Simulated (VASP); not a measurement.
# AlN (P6_3mc) in VASP: notebook, part 2 of 2

VASP 6.6.1.

**3. Dielectric tensor, PBE**

INCAR

```
PREC = Accurate
ENCUT = 460
EDIFF = 1E-8
ISMEAR = 0
SIGMA = 0.01
LREAL = False
LASPH = True
NELM = 100
ALGO = Normal
ISIF = 2
LWAVE = False
LCHARG = False
GGA = PE
LEPSILON = True
```

KPOINTS

```
regular mesh
0
Gamma
  6 6 4
```

POSCAR

```
AlN
1.0
    3.1130000000      0.0000000000      0.0000000000
   -1.5565000000      2.6959370820      0.0000000000
    0.0000000000      0.0000000000      4.9810000000
Al N
2 2
Direct
    0.6666666667      0.3333333333      0.5000000000
    0.3333333333      0.6666666667      0.0000000000
    0.6666666667      0.3333333333      0.8800000000
    0.3333333333      0.6666666667      0.3800000000
```

Potentials or basis: VASP PAW PBE potentials, release 64 (Al, N).

On the command line:

```
> cat potpaw_PBE.64/Al/POTCAR potpaw_PBE.64/N/POTCAR > POTCAR
> mpirun -np 1 vasp_std > vasp.out
```

OUTCAR:

```text
PREC = Accurate
   ENCUT = 460
   EDIFF = 1E-8
   ISMEAR = 0
   LREAL = False
   LASPH = True
   NELM = 100
   ISIF = 2
   GGA = PE
   LEPSILON = True

 Found     21 irreducible k-points:

 Following reciprocal coordinates:
            Coordinates               Weight
  0.000000  0.000000  0.000000      1.000000
  0.166667  0.000000  0.000000      6.000000
  0.333333  0.000000  0.000000      6.000000
  0.500000  0.000000  0.000000      3.000000
  0.166667  0.166667  0.000000      6.000000
  0.333333  0.166667  0.000000     12.000000
   k-points           NKPTS =     21   k-points in BZ     NKDIM =     21   number of bands    NBANDS=     12
   number of dos      NEDOS =    301   number of ions     NIONS =      4
   total plane-waves  NPLWV =  20736
   dimension x,y,z NGX =    24 NGY =   24 NGZ =   36
   dimension x,y,z NGXF=    48 NGYF=   48 NGZF=   72
   ions per type =               2   2
   NGX,Y,Z   is equivalent  to a cutoff of  12.82, 12.82, 12.02 a.u.
   NGXF,Y,Z  is equivalent  to a cutoff of  25.63, 25.63, 24.03 a.u.
 SYSTEM =  unknown system
   PREC   = accura    normal or accurate (medium, high low for compatibility)
   ISTART =      0    job   : 0-new  1-cont  2-samecut
   ICHARG =      2    charge: 1-file 2-atom 10-const
   ISPIN  =      1    spin polarized calculation?
   LNONCOLLINEAR =      F non collinear calculations
   LSORBIT =      F    spin-orbit coupling
   LASPH  =      T    aspherical Exc in radial PAW
   ENCUT  =  460.0 eV  33.81 Ry    5.81 a.u.   5.44  5.44  8.71*2*pi/ulx,y,z
   NELM   =    100;   NELMIN=  2; NELMDL= -5     # of ELM steps
   EDIFF  = 0.1E-07   stopping-criterion for ELM
   LREAL  =      F    real-space projection
   EDIFFG = 0.1E-06   stopping-criterion for IOM
   NSW    =      0    number of steps for IOM
   IBRION =     -1    ionic relax: 0-MD 1-quasi-New 2-CG
   NFREE  =      0    steps in history (QN), initial steepest desc. (CG)
   ISIF   =      2    stress and relaxation
   ISYM   =      2    0-nonsym 1-usesym 2-fastsym
   POTIM  = 0.5000    time-step for ionic-motion
[... 171 lines left out ...]

 Free energy of the ion-electron system (eV)
  ---------------------------------------------------
  ---------------------------------------------------
  free energy    TOTEN  =        -0.44549711 eV

  energy without entropy =       -0.44549711

------------------------ aborting loop because EDIFF is reached ----------------------------------------

--------------------------------------- Ionic step        2  -------------------------------------------

------------------------ aborting loop because EDIFF is reached ----------------------------------------

--------------------------------------- Ionic step        3  -------------------------------------------

 Free energy of the ion-electron system (eV)
  ---------------------------------------------------
  ---------------------------------------------------
  free energy    TOTEN  =        -0.46256688 eV

  energy without entropy =       -0.46256688

------------------------ aborting loop because EDIFF is reached ----------------------------------------

 PIEZOELECTRIC TENSOR FIELD DIRECTION 3  (e Angst)
 -----------------------------------------------------------------------------
     0.68668  0.00000 -0.00000           (  0.00371  0.00000 -0.00000)
     0.00000  0.68668 -0.00000           (  0.00000  0.00371  0.00000)
    -0.00000 -0.00000 -1.03718           ( -0.00000  0.00000 -0.00225)

 PIEZOELECTRIC TENSOR FIELD DIRECTION 3  (C/m^2)
 -----------------------------------------------------------------------------
     0.26319  0.00000 -0.00000
     0.00000  0.26319 -0.00000
    -0.00000 -0.00000 -0.39752

 MACROSCOPIC STATIC DIELECTRIC TENSOR (including local field effects in DFT)
 ------------------------------------------------------
           4.496230     0.000000     0.000000
           0.000000     4.496230    -0.000000
           0.000000     0.000000     4.644483
 ------------------------------------------------------

 PIEZOELECTRIC TENSOR (including local field effects)  for field in x, y, z        (e  Angst)
          XX          YY          ZZ          XY          YZ          ZX
  --------------------------------------------------------------------------------
  x     0.00000     0.00000     0.00000     0.00000     0.00000     0.89051
  y     0.00000    -0.00000     0.00000    -0.00000     0.89051     0.00000
  z     0.68668     0.68668    -1.03718     0.00000    -0.00000     0.00000

 PIEZOELECTRIC TENSOR (including local field effects)  for field in x, y, z        (C/m^2)
          XX          YY          ZZ          XY          YZ          ZX
  --------------------------------------------------------------------------------
  x     0.00000     0.00000     0.00000     0.00000     0.00000     0.34130
  y     0.00000    -0.00000     0.00000    -0.00000     0.34130     0.00000
  z     0.26319     0.26319    -0.39752     0.00000    -0.00000     0.00000

 BORN EFFECTIVE CHARGES (including local field effects) (in |e|, cummulative output)
 ---------------------------------------------------------------------------------
 ion    1
    1     2.51966     0.00000     0.00000
    2     0.00000     2.51966     0.00000
    3     0.00000     0.00000     2.66756
 ion    2
    1     2.51966     0.00000     0.00000
    2     0.00000     2.51966     0.00000
    3     0.00000     0.00000     2.66756
 ion    3
    1    -2.51966    -0.00000    -0.00000
    2     0.00000    -2.51966     0.00000
    3     0.00000     0.00000    -2.66756
 ion    4
    1    -2.51966     0.00000     0.00000
    2     0.00000    -2.51966    -0.00000
    3     0.00000    -0.00000    -2.66756
```

OSZICAR:

```text
[... 13 lines left out ...]
RMM:   3    -0.430542538779E+00    0.45178E-02   -0.75028E-03   819   0.629E-01    0.593E-01
RMM:   4    -0.457337510276E+00   -0.26795E-01   -0.11088E-02   819   0.795E-01    0.884E-02
RMM:   5    -0.461379478894E+00   -0.40420E-02   -0.21463E-04   840   0.123E-01    0.229E-02
RMM:   6    -0.462226000054E+00   -0.84652E-03   -0.23874E-05   876   0.384E-02    0.713E-03
RMM:   7    -0.462469569452E+00   -0.24357E-03   -0.14281E-06   878   0.102E-02    0.252E-03
RMM:   8    -0.462568256310E+00   -0.98687E-04   -0.24717E-07   882   0.426E-03    0.279E-04
RMM:   9    -0.462567634071E+00    0.62224E-06   -0.75817E-10   912   0.635E-04    0.917E-05
RMM:  10    -0.462566964656E+00    0.66941E-06    0.26605E-08   766   0.214E-04    0.213E-05
RMM:  11    -0.462566883120E+00    0.81536E-07    0.81416E-09   448   0.557E-05    0.494E-06
```

stdout:

```text
POSCAR found type information on POSCAR AlN
 POSCAR found :  2 types and       4 ions
 scaLAPACK will be used
 LDA part: xc-table for (Slater+PW92), standard interpolation
 POSCAR, INCAR and KPOINTS ok, starting setup
 FFT: planning ... GRIDC
 FFT: planning ... GRID_SOFT
 FFT: planning ... GRID
 WAVECAR not read
 entering main loop
 Linear response reoptimize wavefunctions to high precision
 Linear response G [H, r] |phi>, progress :
  Direction:   1
 Linear response G [H, r] |phi>, progress :
  Direction:   2
 Linear response G [H, r] |phi>, progress :
  Direction:   3
 Linear response to external field (no local field effect), progress :
  Direction:   1
 dielectric tensor                  component  1 :     4.057    -1.014    -0.250
 Linear response to external field (no local field effect), progress :
  Direction:   2
 dielectric tensor                  component  2 :    -1.014     5.215    -0.156
 Linear response to external field (no local field effect), progress :
  Direction:   3
 dielectric tensor                  component  3 :    -0.250    -0.156     4.768
 Linear response to external field, progress :
  Direction:   1
 dielectric tensor                  component  1 :     4.496    -0.387    -0.000
 Linear response to external field, progress :
  Direction:   2
 dielectric tensor                  component  2 :    -0.611     4.496    -0.000
 Linear response to external field, progress :
  Direction:   3
 dielectric tensor                  component  3 :    -0.252    -0.158     4.644
 Born effective charges drift removed
```

Wall time 78 s (1 thread of AMD EPYC 7R13 (Zen 3), shared host); peak memory 0.15 GiB.

These settings aren't checked as converged: the numbers below hold their error.

Results:

| Item | Value |
| --- | --- |
| Band gap on the k mesh | 4.22 eV, direct |
| Electronic dielectric tensor (diagonal) | 4.50, 4.50, 4.64 |
| Born charges (mean of the diagonal) | Al +2.57; N -2.57 e |

Caveat: the cutoff is under 1.25 times the usual one of these potentials, so pressure, stress and relaxed cells hold a basis-set (Pulay) error.

**4. Dielectric tensor, PBE**

Edit INCAR of step 3 so:

```diff
@@ -1,3 +1,3 @@
 PREC = Accurate
-ENCUT = 460
+ENCUT = 520
 EDIFF = 1E-8
```

KPOINTS is that of step 3.

POSCAR is that of step 3.

Potentials or basis: VASP PAW PBE potentials, release 64 (Al, N).

On the command line:

```
> cat potpaw_PBE.64/Al/POTCAR potpaw_PBE.64/N/POTCAR > POTCAR
> mpirun -np 1 vasp_std > vasp.out
```

OUTCAR:

```text
PREC = Accurate
   ENCUT = 520
   EDIFF = 1E-8
   ISMEAR = 0
   LREAL = False
   LASPH = True
   NELM = 100
   ISIF = 2
   GGA = PE
   LEPSILON = True

 Found     21 irreducible k-points:

 Following reciprocal coordinates:
            Coordinates               Weight
  0.000000  0.000000  0.000000      1.000000
  0.166667  0.000000  0.000000      6.000000
  0.333333  0.000000  0.000000      6.000000
  0.500000  0.000000  0.000000      3.000000
  0.166667  0.166667  0.000000      6.000000
  0.333333  0.166667  0.000000     12.000000
   k-points           NKPTS =     21   k-points in BZ     NKDIM =     21   number of bands    NBANDS=     12
   number of dos      NEDOS =    301   number of ions     NIONS =      4
   total plane-waves  NPLWV =  23040
   dimension x,y,z NGX =    24 NGY =   24 NGZ =   40
   dimension x,y,z NGXF=    48 NGYF=   48 NGZF=   80
   ions per type =               2   2
   NGX,Y,Z   is equivalent  to a cutoff of  12.82, 12.82, 13.35 a.u.
   NGXF,Y,Z  is equivalent  to a cutoff of  25.63, 25.63, 26.70 a.u.
 SYSTEM =  unknown system
   PREC   = accura    normal or accurate (medium, high low for compatibility)
   ISTART =      0    job   : 0-new  1-cont  2-samecut
   ICHARG =      2    charge: 1-file 2-atom 10-const
   ISPIN  =      1    spin polarized calculation?
   LNONCOLLINEAR =      F non collinear calculations
   LSORBIT =      F    spin-orbit coupling
   LASPH  =      T    aspherical Exc in radial PAW
   ENCUT  =  520.0 eV  38.22 Ry    6.18 a.u.   5.79  5.79  9.26*2*pi/ulx,y,z
   NELM   =    100;   NELMIN=  2; NELMDL= -5     # of ELM steps
   EDIFF  = 0.1E-07   stopping-criterion for ELM
   LREAL  =      F    real-space projection
   EDIFFG = 0.1E-06   stopping-criterion for IOM
   NSW    =      0    number of steps for IOM
   IBRION =     -1    ionic relax: 0-MD 1-quasi-New 2-CG
   NFREE  =      0    steps in history (QN), initial steepest desc. (CG)
   ISIF   =      2    stress and relaxation
   ISYM   =      2    0-nonsym 1-usesym 2-fastsym
   POTIM  = 0.5000    time-step for ionic-motion
   TEBEG  =    0.0;   TEEND  =   0.0 temperature during run
[... 171 lines left out ...]
 Free energy of the ion-electron system (eV)
  ---------------------------------------------------
  ---------------------------------------------------
  free energy    TOTEN  =        -0.44568259 eV

  energy without entropy =       -0.44568259

------------------------ aborting loop because EDIFF is reached ----------------------------------------

--------------------------------------- Ionic step        2  -------------------------------------------

------------------------ aborting loop because EDIFF is reached ----------------------------------------

--------------------------------------- Ionic step        3  -------------------------------------------

 Free energy of the ion-electron system (eV)
  ---------------------------------------------------
  ---------------------------------------------------
  free energy    TOTEN  =        -0.46277661 eV

  energy without entropy =       -0.46277661

------------------------ aborting loop because EDIFF is reached ----------------------------------------

 PIEZOELECTRIC TENSOR FIELD DIRECTION 3  (e Angst)
 -----------------------------------------------------------------------------
     0.68663  0.00000  0.00000           (  0.00366  0.00000  0.00000)
     0.00000  0.68663  0.00000           (  0.00000  0.00366  0.00000)
    -0.00000  0.00000 -1.03708           (  0.00000  0.00000 -0.00222)

 PIEZOELECTRIC TENSOR FIELD DIRECTION 3  (C/m^2)
 -----------------------------------------------------------------------------
     0.26317  0.00000  0.00000
     0.00000  0.26317  0.00000
    -0.00000  0.00000 -0.39748

 MACROSCOPIC STATIC DIELECTRIC TENSOR (including local field effects in DFT)
 ------------------------------------------------------
           4.497179    -0.000000     0.000000
           0.000000     4.497179    -0.000000
           0.000000     0.000000     4.645643
 ------------------------------------------------------

 PIEZOELECTRIC TENSOR (including local field effects)  for field in x, y, z        (e  Angst)
          XX          YY          ZZ          XY          YZ          ZX
  --------------------------------------------------------------------------------
  x     0.00000     0.00000     0.00000    -0.00000     0.00000     0.89094
  y     0.00000    -0.00000     0.00000     0.00000     0.89094     0.00000
  z     0.68663     0.68663    -1.03708     0.00000     0.00000     0.00000

 PIEZOELECTRIC TENSOR (including local field effects)  for field in x, y, z        (C/m^2)
          XX          YY          ZZ          XY          YZ          ZX
  --------------------------------------------------------------------------------
  x     0.00000     0.00000     0.00000    -0.00000     0.00000     0.34147
  y     0.00000    -0.00000     0.00000     0.00000     0.34147     0.00000
  z     0.26317     0.26317    -0.39748     0.00000     0.00000     0.00000

 BORN EFFECTIVE CHARGES (including local field effects) (in |e|, cummulative output)
 ---------------------------------------------------------------------------------
 ion    1
    1     2.52058    -0.00000     0.00000
    2     0.00000     2.52058     0.00000
    3     0.00000     0.00000     2.66863
 ion    2
    1     2.52058     0.00000     0.00000
    2     0.00000     2.52058     0.00000
    3     0.00000    -0.00000     2.66863
 ion    3
    1    -2.52058     0.00000    -0.00000
    2     0.00000    -2.52058     0.00000
    3     0.00000     0.00000    -2.66863
 ion    4
    1    -2.52058     0.00000     0.00000
    2     0.00000    -2.52058    -0.00000
    3     0.00000    -0.00000    -2.66863
```

OSZICAR:

```text
[... 13 lines left out ...]
RMM:   3    -0.430723776820E+00    0.44532E-02   -0.74952E-03   814   0.631E-01    0.594E-01
RMM:   4    -0.457541595572E+00   -0.26818E-01   -0.11108E-02   819   0.798E-01    0.885E-02
RMM:   5    -0.461585518576E+00   -0.40439E-02   -0.22305E-04   857   0.126E-01    0.228E-02
RMM:   6    -0.462425621394E+00   -0.84010E-03   -0.22233E-05   878   0.372E-02    0.710E-03
RMM:   7    -0.462684776349E+00   -0.25915E-03   -0.14282E-06   875   0.103E-02    0.246E-03
RMM:   8    -0.462777951904E+00   -0.93176E-04   -0.23825E-07   881   0.419E-03    0.273E-04
RMM:   9    -0.462777099719E+00    0.85219E-06    0.88625E-10   912   0.675E-04    0.931E-05
RMM:  10    -0.462776634740E+00    0.46498E-06    0.30620E-08   804   0.220E-04    0.196E-05
RMM:  11    -0.462776611979E+00    0.22761E-07    0.14795E-08   407   0.495E-05    0.567E-06
```

stdout:

```text
POSCAR found type information on POSCAR AlN
 POSCAR found :  2 types and       4 ions
 scaLAPACK will be used
 LDA part: xc-table for (Slater+PW92), standard interpolation
 POSCAR, INCAR and KPOINTS ok, starting setup
 FFT: planning ... GRIDC
 FFT: planning ... GRID_SOFT
 FFT: planning ... GRID
 WAVECAR not read
 entering main loop
 Linear response reoptimize wavefunctions to high precision
 Linear response G [H, r] |phi>, progress :
  Direction:   1
 Linear response G [H, r] |phi>, progress :
  Direction:   2
 Linear response G [H, r] |phi>, progress :
  Direction:   3
 Linear response to external field (no local field effect), progress :
  Direction:   1
 dielectric tensor                  component  1 :     4.058    -1.014    -0.250
 Linear response to external field (no local field effect), progress :
  Direction:   2
 dielectric tensor                  component  2 :    -1.014     5.216    -0.156
 Linear response to external field (no local field effect), progress :
  Direction:   3
 dielectric tensor                  component  3 :    -0.250    -0.156     4.769
 Linear response to external field, progress :
  Direction:   1
 dielectric tensor                  component  1 :     4.497    -0.387    -0.000
 Linear response to external field, progress :
  Direction:   2
 dielectric tensor                  component  2 :    -0.611     4.497    -0.000
 Linear response to external field, progress :
  Direction:   3
 dielectric tensor                  component  3 :    -0.252    -0.158     4.646
 Born effective charges drift removed
```

Run time: 85 s. Hardware: 1 thread of AMD EPYC 7R13 (Zen 3), shared host; peak memory 0.16 GiB.

The run converged, but some of its settings lie outside the range that counts as converged, so its numbers aren't taken as properties of the crystal.

Results:

* Band gap on the k mesh: 4.22 eV, direct
* Electronic dielectric tensor (diagonal): 4.50, 4.50, 4.65
* Born charges (mean of the diagonal): Al +2.57; N -2.57 e

**5. For comparison**

An earlier run on the cell as given: functional PBE; potentials or basis VASP PAW PBE potentials, release 64 (Al, N); cutoff 520 eV; k mesh 10 × 10 × 6; occupations fermi-dirac, width 0.05 eV; no spin polarisation.

* Pressure: 3.5 GPa
* Largest force: 0.129 eV/Å
* Band gap on the k mesh: 4.22 eV, direct
